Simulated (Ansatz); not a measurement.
PbS: energy along a strain

PbS, Fm-3m, a = 5.930 Å (as given, not relaxed at this level: -2.5 GPa). Ansatz: LDA, PAW, 420 eV, Γ-centred 10×10×10 mesh on 2 atoms, Gaussian smearing 0.03 eV; no spin polarisation. Cell vectors (Å): 0.000 2.965 2.965; 2.965 0.000 2.965; 2.965 2.965 0.000. The cell is strained by x per cent times the pattern (0 0 0 1 0 0) in the order xx yy zz yz xz xy (engineering shears), with fractional coordinates held. y is the free energy over the start, V0 = 26.066 Å³/atom. Symmetry makes y even in x. Points with a strain past 8.5 % were computed too (4) and aren't used here.

| x (%) | y (meV/atom) |
| --- | --- |
| -7.50 | 8.88 |
| 0.00 | 0.00 |
| 1.87 | 0.57 |
| 3.75 | ? |
| 5.62 | 5.05 |

Question: Fit y = c2 x² + c4 x⁴ to the other rows, get the stiffness along the pattern, and predict the missing energy.

Answer: Least squares on the rows shown. y = 0.1625 x² − 8.294×10⁻⁵ x⁴. The clamped-ion stiffness p·C·p = 2 × 1.625 eV × 160.2 / 26.066 Å³ = 20.0 GPa, which is C44 in these axes (second derivative at the start, which stands under stress). At x = 3.75 the fit asked for gives 2.27 meV/atom. The run gave 2.29 meV/atom, so the fit is 0.02 meV/atom too low, a small miss on the scale of the series.

Spin–orbit coupling is left out, which can shift energies with elements as heavy as these.